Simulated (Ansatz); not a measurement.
Method: Ansatz 0.2.0, DFT PBE, scalar-relativistic, plane waves, PAW. All cells share a 420 eV cutoff and Γ-centred k meshes spaced at most about 0.3 Å⁻¹ (about 0.25 or finer for metals, 2π included). No spin polarisation.

These are static total energies at zero pressure.

Two forms of Ti4H were relaxed alike.

1.

```
Ti H
1.0
     5.34966    0.00000    0.00000
    -2.67483    4.63294    0.00000
     0.00000    0.00000    3.11360
Ti H
4 1
Cartesian
  2.6748 0.0000 0.0000
  -1.3374 2.3165 0.0000
  1.3374 2.3165 0.0000
  0.0000 0.0000 1.5568
  0.0000 0.0000 0.0000
```

2.

```
Ti H
1.0
    -2.64747    2.64747    2.64747
     2.64747   -2.64747    2.64747
     2.64747    2.64747   -2.64747
Ti H
4 1
Direct
  0.00000 0.00000 0.50000
  0.00000 0.50000 0.00000
  0.50000 0.00000 0.00000
  0.50000 0.50000 0.50000
  0.00000 0.00000 0.00000
```

Question: Which is lower in energy, and by how much?

Answer: Cell 1 is lower, by 174 meV/atom. Cell 1 has space group P6/mmm (No. 191), 15.4 Å³/atom and no gap on its mesh; cell 2 has space group Im-3m (No. 229), 14.8 Å³/atom and no gap. Counting Ti atoms around H (those within 1.25 times the shortest such distance or 1.15 times the sum of covalent radii), cell 1 has H 2 and cell 2 has H 8. The lower one is the more open, so pressure narrows the difference. Even the lower one lies +0.39 eV/atom against the reference forms of the elements (uncorrected), so neither is stable at this level. Both come from invented guesses. The lowest form computed isn't among them: it has space group I4/mmm (No. 139), 14.2 Å³/atom and lies 0.48 eV/atom below the best shown.

With hydrogen, zero-point motion can shift such differences by 10 meV/atom or more. Cells relaxed within their symmetry can be saddle points. Some types were kept out of the candidates beforehand, so the set may lack a known form.
